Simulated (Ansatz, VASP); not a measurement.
**One calculation of Ni, two programs**

```
Ni
1.0
     2.49176    0.00000    0.00000
    -1.24588    2.15792    0.00000
     0.00000    0.00000    4.06904
Ni
2
Direct
  0.33333 0.66667 0.25000
  0.66667 0.33333 0.75000
```

The cell was built by a generator and needn't be a form met in nature.

Alike in both runs: task relaxation of cell and atoms; functional revPBE; k mesh 14 × 14 × 8; occupations fermi-dirac, width 0.05 eV; collinear spin.

|  | VASP | Ansatz |
| --- | --- | --- |
| version | VASP 6.6.1 | Ansatz 0.2.0 |
| potentials or method | VASP PAW PBE potentials, release 64 (Ni) | plane waves (420 eV) with PAW, scalar-relativistic |
| plane-wave cutoff (eV) | 600 | 420 |
| valence electrons in the cell | 20 | 36 |

|  | VASP | Ansatz | Ansatz less VASP |
| --- | --- | --- | --- |
| net moment per atom (μB) | 0.66 | 0.69 | +0.032 |
| size of the moment on the site where the two differ most (μB) | 0.67 | 0.73 | +0.058 |
| relaxed volume (Å³/atom) | 11.16 | 11.17 | +0.005 |
| relaxed cell length with the largest relative difference (Å) | 4.107 | 4.105 | -0.0021 |
| energy change over the relaxation (meV/atom) | -3 | -3 | 0.0 |

Site moments also hang on the region over which each program counts them. The two sets of potentials don't hold the same shells in valence.

Caveats: the PAW data sets were made with another functional, which shifts forces and pressure a little (VASP).
